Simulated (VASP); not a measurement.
# Te2Mo (P6_3/mmc) in VASP: settings compared

Aim: see how the results for Te2Mo move with the level of theory and the settings. Levels: LDA, rev-vdW-DF2. Tasks: relaxation of cell and atoms.

Program: VASP 6.6.1. These are calculated values, not measurements. Logs are shortened: lines on timing, memory, paths and dates and some standing lists are left out, and cuts for length are marked.

### 1 The crystal as given

It takes space group P6_3/mmc (No. 194, hexagonal). The conventional cell has a = 3.518 Å, b = 3.518 Å, c = 13.974 Å, α = 90.00°, β = 90.00°, γ = 120.00°. Around Te (site symmetry 3m) lie 3 Mo at 2.72 Å. Mo (site symmetry -6m2) has 6 Te at 2.72 Å as nearest neighbours.

### 2 Relaxation of cell and atoms, LDA

Contents of INCAR:

```
SYSTEM = Te2Mo
ALGO = Normal
EDIFF = 1E-6
EDIFFG = -0.01
ENCUT = 600
GGA = CA
IBRION = 2
ISIF = 3
ISMEAR = 0
KPAR = 2
LASPH = .True.
LCHARG = .False.
LREAL = .False.
LWAVE = .False.
NELM = 80
NSW = 90
PREC = Accurate
SIGMA = 0.03
```

Contents of KPOINTS:

```
k-points
0
Gamma
  9 9 2
  0 0 0
```

Contents of POSCAR:

```
Te2Mo
1.0
    3.5182000000      0.0000000000      0.0000000000
   -1.7591000000      3.0468505756      0.0000000000
    0.0000000000      0.0000000000     13.9736000000
Te Mo
4 2
Direct
    0.3333333333      0.6666666667      0.6210000000
    0.6666666667      0.3333333333      0.1210000000
    0.3333333333      0.6666666667      0.8790000000
    0.6666666667      0.3333333333      0.3790000000
    0.3333333333      0.6666666667      0.2500000000
    0.6666666667      0.3333333333      0.7500000000
```

Potentials or basis: VASP PAW LDA potentials, release 64 (Te, Mo_sv).

Run with:

```console
> cat potpaw_LDA.64/Te/POTCAR potpaw_LDA.64/Mo_sv/POTCAR > POTCAR
> mpirun -np 2 vasp_std > vasp.out
```

OUTCAR:

```text
SYSTEM = Te2Mo
   EDIFF = 1E-6
   EDIFFG = -0.01
   ENCUT = 600
   GGA = CA
   IBRION = 2
   ISIF = 3
   ISMEAR = 0
   LASPH = .True.
   LREAL = .False.
   NELM = 80
   NSW = 90
   PREC = Accurate

 ion  position               nearest neighbor table
   1  0.333  0.667  0.621-   6 2.72   6 2.72   6 2.72   3 3.61
   2  0.667  0.333  0.121-   5 2.72   5 2.72   5 2.72   4 3.61
   3  0.333  0.667  0.879-   6 2.72   6 2.72   6 2.72   1 3.61
   4  0.667  0.333  0.379-   5 2.72   5 2.72   5 2.72   2 3.61
   5  0.333  0.667  0.250-   2 2.72   4 2.72   2 2.72   4 2.72   2 2.72   4 2.72
   6  0.667  0.333  0.750-   1 2.72   3 2.72   1 2.72   3 2.72   1 2.72   3 2.72

  LATTYP: Found a hexagonal cell.
 ALAT       =     3.5182000000
 C/A-ratio  =     3.9718037633

  Lattice vectors:

 A1 = (   3.5182000000,   0.0000000000,   0.0000000000)
 A2 = (  -1.7591000000,   3.0468505756,   0.0000000000)
 A3 = (   0.0000000000,   0.0000000000,  13.9736000000)

Analysis of symmetry for initial positions (statically):
=====================================================================
 Subroutine PRICEL returns:
 Original cell was already a primitive cell.

 Routine SETGRP: Setting up the symmetry group for a
 hexagonal supercell.

 Subroutine GETGRP returns: Found 24 space group operations
 (whereof 12 operations were pure point group operations)
 out of a pool of 24 trial point group operations.

The static configuration has the point symmetry D_3d.
 The point group associated with its full space group is D_6h.

Analysis of symmetry for dynamics (positions and initial velocities):
=====================================================================
 Subroutine PRICEL returns:
 Original cell was already a primitive cell.

 Routine SETGRP: Setting up the symmetry group for a
 hexagonal supercell.

 Subroutine GETGRP returns: Found 24 space group operations
 (whereof 12 operations were pure point group operations)
 out of a pool of 24 trial point group operations.

The dynamic configuration has the point symmetry D_3d.
 The point group associated with its full space group is D_6h.

 Subroutine INISYM returns: Found 24 space group operations
 (whereof 12 operations are pure point group operations),
 and found     1 'primitive' translations

----------------------------------------------------------------------------------------

                                     Primitive cell

  volume of cell :     149.7890

  direct lattice vectors                    reciprocal lattice vectors
[... 99 lines left out ...]
   NFREE  =      1    steps in history (QN), initial steepest desc. (CG)
   ISIF   =      3    stress and relaxation
   ISYM   =      2    0-nonsym 1-usesym 2-fastsym
   POTIM  = 0.5000    time-step for ionic-motion
   TEBEG  =    0.0;   TEEND  =   0.0 temperature during run
   PSTRESS=    0.0 pullay stress
   NELECT =      52.0000    total number of electrons
   NUPDOWN=      -1.0000    fix difference up-down
   EMIN   =  10.00;   EMAX   =-10.00  energy-range for DOS
   EFERMI =   0.00;   METHOD = LEGACY
   ISMEAR =     0;   SIGMA  =   0.03  broadening in eV -4-tet -1-fermi 0-gaus
   EFERMI_NEDOS =   21; number of points for ismear=-14 and -15
   IALGO  =     38    algorithm
   IMIX   =      4    mixing-type and parameters
     AMIX     =   0.40;   BMIX     =  1.00
     AMIX_MAG =   1.60;   BMIX_MAG =  1.00
  volume/ion in A,a.u.               =      24.96       168.47
  Fermi-wavevector in a.u.,A,eV,Ry     =   1.150578  2.174277 18.011787  1.323829
  Thomas-Fermi vector in A             =   2.287241
   LORBIT       =      0    0 simple, 1 ext, 2 COOP (PROOUT), +10 PAW based schemes
   GGA     = CA    functional components
   LHFCALC =     F    Hartree Fock is set to
   AEXX    =    0.0000 exact exchange contribution
   IVDW    =     0    specifies the selected vdW correction
   LEPSILON=     F    determine dielectric tensor
   LRPA    =     F    only Hartree local field effects (RPA)
 conjugate gradient relaxation of ions
 non-spin polarized calculation
 Gauss-broadening in eV      SIGMA  =   0.03
  energy-cutoff  :      600.00
  volume of cell :      149.79
 maximum number of plane-waves:      5038
   NGX = 15   NGY = 15   NGZ = 55

--------------------------------------- Ionic step        1  -------------------------------------------

 number of electron      52.0000001 magnetization

 Free energy of the ion-electron system (eV)
  ---------------------------------------------------
  ext. energy  EPLUGINS =         0.00000000
  ---------------------------------------------------
  free energy    TOTEN  =       -41.22426793 eV

  energy without entropy =      -41.22426793  energy(sigma->0) =      -41.22426793

------------------------ aborting loop because EDIFF is reached ----------------------------------------

  FORCE on cell =-STRESS in cart. coord.  units (eV):
  Direction    XX          YY          ZZ          XY          YZ          ZX
  --------------------------------------------------------------------------------------
  -------------------------------------------------------------------------------------
  Total       -2.6923394     -2.6923394     -2.4911430      0.0000000     -0.0000000      0.0000000
  in kB      -28.7978719    -28.7978719    -26.6458303      0.0000000     -0.0000000      0.0000000
  external PRESSURE =     -28.0805247 kB  Pullay stress =       0.0000000 kB
[... 101 lines left out ...]
  FREE ENERGIE OF THE ION-ELECTRON SYSTEM (eV)
  ---------------------------------------------------
  free  energy   TOTEN  =       -41.2574458731 eV

  energy  without entropy=      -41.2574458731  energy(sigma->0) =      -41.25744587

[... ionic steps 4 to 11 ...]

--------------------------------------- Ionic step       12  -------------------------------------------

 number of electron      51.9999999 magnetization

------------------------ aborting loop because EDIFF is reached ----------------------------------------
[... 75 lines left out ...]
--------------------------------------- Ionic step       14  -------------------------------------------

 number of electron      51.9999999 magnetization

 Free energy of the ion-electron system (eV)
  ---------------------------------------------------
  ext. energy  EPLUGINS =         0.00000000
  ---------------------------------------------------
  free energy    TOTEN  =       -41.26521028 eV

  energy without entropy =      -41.26521028  energy(sigma->0) =      -41.26521028

 E-fermi :   8.8629     XC(G=0): -10.8503

 val. band max:        8.5533477825   @ k =   0.0000   0.0000   0.0000
 cond. band min:       9.2558403188   @ k =   0.2222   0.2222   0.0000
 fundamental gap:      0.7024925363
 Fermi energy:         8.8629285106

 k-point     1 :       0.0000    0.0000    0.0000
  band No.  band energies     occupation
      1     -51.9023      2.00000
      2     -51.9023      2.00000
      3     -26.2894      2.00000
      4     -26.2894      2.00000
      5     -26.1220      2.00000
      6     -26.1220      2.00000
[... 838 lines left out ...]
  FREE ENERGIE OF THE ION-ELECTRON SYSTEM (eV)
  ---------------------------------------------------
  free  energy   TOTEN  =       -41.2652102771 eV

  energy  without entropy=      -41.2652102771  energy(sigma->0) =      -41.26521028

 reached required accuracy - stopping structural energy minimisation
```

It took 6.2 min on 2 MPI ranks of Intel Xeon 6975P-C (Granite Rapids), shared host; peak memory 0.31 GiB.

Results:

- Free energy: -41.2652 eV
- Relaxed volume: 24.01 Å³/atom
- Relaxed cell: a = 3.476 Å, b = 3.476 Å, c = 13.770 Å, α = 90.00°, β = 90.00°, γ = 120.00°
- Space group after relaxing (to 0.05 Å): P6_3/mmc (No. 194)
- Energy gained by relaxing: 6.8 meV/atom
- Ionic steps: 14
- Pressure after relaxing: 0.0 GPa
- Largest force after relaxing: 0.006 eV/Å
- Band gap on the k mesh: 0.70 eV, indirect (least direct gap 1.10 eV)

Forces on the atoms (eV/Å):
```
Te   0.000  0.000 -0.006
Te   0.000  0.000 -0.006
Te   0.000  0.000  0.006
Te   0.000  0.000  0.006
Mo   0.000  0.000  0.000
Mo   0.000  0.000  0.000
```

The path:
```
step  energy change (eV)  largest force (eV/Å)  pressure (GPa)  volume (Å³)
   1              0.0000                0.2404           -2.81       149.79
   2              0.0701                0.8880            5.25       140.50
   3             -0.0332                0.1397           -0.14       146.34
   4             -0.0332                0.1475           -0.09       146.27
   5             -0.0381                0.0642           -0.03       145.56
   6             -0.0383                0.0421           -0.02       145.37
   7             -0.0389                0.0303           -0.06       145.28
   8             -0.0399                0.0034           -0.22       145.01
   9             -0.0399                0.0710           -0.51       144.48
  10             -0.0403                0.0346           -0.35       144.77
  11             -0.0405                0.0276           -0.30       144.64
  12             -0.0409                0.0062           -0.12       144.27
  13             -0.0406                0.0356            0.23       143.54
  14             -0.0409                0.0065           -0.01       144.05
```

Final structure:
```xyz
6
Lattice="3.4755 0.0000 0.0000 -1.7378 3.0099 0.0000 0.0000 0.0000 13.7705" Properties=species:S:1:pos:R:3 pbc="T T T"
Te    0.0000    2.0066    8.5294
Te    1.7378    1.0033    1.6442
Te    0.0000    2.0066   12.1263
Te    1.7378    1.0033    5.2411
Mo    0.0000    2.0066    3.4426
Mo    1.7378    1.0033   10.3279
```

Levels at points of the mesh, in eV from the valence-band top:
```
           k point  band 22  band 23  band 24  band 25  band 26  band 27  band 28  band 29  band 30  band 31
(0.00, 0.00, 0.00)    -1.07    -1.03    -1.03    -0.25     0.00     2.99     2.99     3.15     3.15     3.22
(0.00, 0.00, 0.50)    -1.05    -1.05    -1.05    -0.07    -0.07     3.03     3.03     3.03     3.03     3.41
```

Caveat: spin-orbit coupling is left out, which moves the levels of the heavy elements; an odd mesh through Γ misses points on the zone boundary, where band edges often lie.

(Continued in part 2 of 2.)
